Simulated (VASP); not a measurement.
# Be, energy difference of two geometries: which settings are enough?

Be, P6_3/mmc (no. 194), 2 atoms in the cell. PBE, energy difference of two geometries; PAW potentials Be (PBE set). VASP 6.6.1.

Wanted: energy difference within 0.5 meV/atom.

What the run is for: energy difference; Accuracy asked: standard; Second geometry: last atom moved by 0.08 A along z, cell strained by +1.5% along z.

The series start from Plane-wave cutoff (eV): 320; Smearing width (eV): 0.1; k-point mesh: 18 × 18 × 10; Precision mode (PREC): Accurate; Electronic threshold (eV): 1e-6; Aspherical gradient terms in the spheres (LASPH): yes; Electronic algorithm: ALGO=Normal. Each series keeps the choices made before it, and each single choice may use up half of a tolerance. Times cover all steps of a run.

## Plane-wave cutoff (eV)

| Plane-wave cutoff (eV) | Energy difference (meV/atom) | Time (s) |
|---|---|---|
| 200 | 13.83 | 7.8 |
| 250 | 14.15 | 7.0 |
| 290 | 14.21 | 12 |
| 320 | 14.21 | 10 |
| 380 | 14.22 | 11 |
| 440 | 14.25 | 11 |
| 520 | 14.26 | 19 |
| 650 (reference) | 14.26 | 24 |

Chosen: 250, the loosest value from which every tighter one stays within half of the tolerance.

## Smearing width (eV)

| Smearing width (eV) | Energy difference (meV/atom) | Time (s) |
|---|---|---|
| 0.4 | 14.28 | 7.4 |
| 0.3 | 14.25 | 7.7 |
| 0.2 | 14.15 | 7.2 |
| 0.15 | 14.12 | 6.3 |
| 0.1 | 14.15 | 7.0 |
| 0.05 (reference) | 14.16 | 7.3 |

Chosen: 0.4.

## k-point mesh

| k-point mesh | Energy difference (meV/atom) | Time (s) |
|---|---|---|
| 6 × 6 × 3 | 22.03 | 2.2 |
| 8 × 8 × 4 | 14.09 | 2.3 |
| 10 × 10 × 6 | 17.14 | 3.4 |
| 12 × 12 × 7 | 14.57 | 3.8 |
| 15 × 15 × 8 | 13.97 | 4.4 |
| 18 × 18 × 10 | 14.28 | 7.4 |
| 22 × 22 × 12 | 14.41 | 9.6 |
| 26 × 26 × 15 (reference) | 14.61 | 16 |

Chosen: 22 × 22 × 12.

## Precision mode (PREC)

| Precision mode (PREC) | Energy difference (meV/atom) | Time (s) |
|---|---|---|
| SingleN | 14.40 | 8.6 |
| Normal | 14.42 | 10 |
| Single | 14.40 | 13 |
| Accurate (reference) | 14.41 | 9.6 |

Chosen: SingleN.

## Electronic threshold (eV)

| Electronic threshold (eV) | Energy difference (meV/atom) | Time (s) |
|---|---|---|
| 0.001 | 14.40 | 8.4 |
| 0.0001 | 14.40 | 9.4 |
| 1e-5 | 14.40 | 9.9 |
| 1e-6 | 14.40 | 8.6 |
| 1e-7 | 14.40 | 10 |
| 1e-8 (reference) | 14.40 | 11 |

Chosen: 0.001.

## Aspherical gradient terms in the spheres (LASPH)

| Aspherical gradient terms in the spheres (LASPH) | Energy difference (meV/atom) | Time (s) |
|---|---|---|
| yes | 14.40 | 8.4 |
| no | 14.49 | 8.4 |

Chosen: yes; no other choice that stays within half of the tolerance saves 30 % of the time.

## Electronic algorithm

| Electronic algorithm | Energy difference (meV/atom) | Time (s) |
|---|---|---|
| ALGO=Normal | 14.40 | 8.4 |
| ALGO=Fast | 14.40 | 8.6 |
| ALGO=VeryFast | 14.40 | 11 |
| ALGO=All ISEARCH=1 | crashed | 3.2 |
| ALGO=All ISEARCH=0 | crashed | 3.1 |
| ALGO=Damped TIME=0.4 | crashed | 3.4 |
| ALGO=Damped TIME=0.1 | 13.79 | 8.8 |

Chosen: ALGO=Normal.

VASP's message at the runs that stop: ERROR in subspace rotation PDSYEVX/ PZHEEVX: I2,IFAIL= 1 2.

## All choices together

| Input | Energy difference (meV/atom) | Time (s) |
|---|---|---|
| the program's defaults (naive) | 17.26 | 1.7 |
| chosen settings | 14.40 | 8.4 |
| reference settings throughout | 14.79 | 79 |

The tolerance is met.

## The input

INCAR:
```
GGA = PE
ISMEAR = 1
SIGMA = 0.4
LWAVE = False
LCHARG = False
ISIF = 2
PREC = SingleN
LASPH = True
LREAL = False
ALGO = Normal
EDIFF = 0.001
NELM = 120
GGA_COMPAT = False
ENCUT = 250
```

KPOINTS:
```
Automatic mesh
0
Gamma
  22 22 12
  0 0 0
```

POSCAR.step1:
```
Be
1.0
    2.2853000000      0.0000000000      0.0000000000
   -1.1426500000      1.9791278553      0.0000000000
    0.0000000000      0.0000000000      3.5842000000
Be
2
Direct
    0.6666666667      0.3333333333      0.7500000000
    0.3333333333      0.6666666667      0.2500000000
```

POSCAR.step2:
```
Be
1.0
    2.2853000000      0.0000000000      0.0000000000
   -1.1426500000      1.9791278553      0.0000000000
    0.0000000000      0.0000000000      3.6379630000
Be
2
Direct
    0.6666666700      0.3333333300      0.7500000000
    0.3333333300      0.6666666700      0.2723201800
```

Commands (each step's output is kept before the next begins):
```
cat potpaw_PBE.64/Be/POTCAR > POTCAR
cp POSCAR.step1 POSCAR
mpirun -np 1 vasp_std > vasp.out
cp POSCAR.step2 POSCAR
mpirun -np 1 vasp_std > vasp.out
```

The chosen input took VASP 6.6.1 8.4 s on 1 core (Intel Xeon 6975P-C (Granite Rapids)), a shared host.

## An input that fails: one k point for a small cell

It runs to its end, but against the unchanged starting input it is off by 46.15 meV/atom in the energy difference.

k mesh: 18 × 18 × 10 becomes 1 × 1 × 1.

Changes against the starting input:
```
(all steps)
- NELM = 120
+ NELM = 71
```
